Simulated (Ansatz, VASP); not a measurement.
# Two plane-wave programs on Ti

```xyz
3
Lattice="4.5056 0.0000 0.0000 -2.2528 3.9020 0.0000 0.0000 0.0000 2.7880" Properties=species:S:1:pos:R:3 pbc="T T T"
Ti    2.2528    1.3007    1.3940
Ti    0.0000    2.6013    1.3940
Ti    0.0000    0.0000    0.0000
```

Change from the starting cell: volume scaled by 0.96.

Alike in both runs: task single point; functional PBE; k mesh 7 × 7 × 9; occupations fermi-dirac, width 0.05 eV; no spin polarisation.

```csv
,VASP,Ansatz
version,VASP 6.6.1,Ansatz 0.2.0
potentials or method,"VASP PAW PBE potentials, release 64 (Ti_sv)",Ansatz PAW
plane-wave cutoff (eV),520,420
valence electrons in the cell,36,36
```

```csv
,VASP,Ansatz,Ansatz less VASP
gap on the k mesh at the Fermi level (eV),none,none,-
pressure (GPa),5.6,5.9,+0.32
largest component of the traceless stress (GPa),0.07,0.07,-0.001
```

A gap of «none» marks a metal or a gap that the smearing closes. The functional is the same, so the differences come from potentials, cutoffs and numerics.
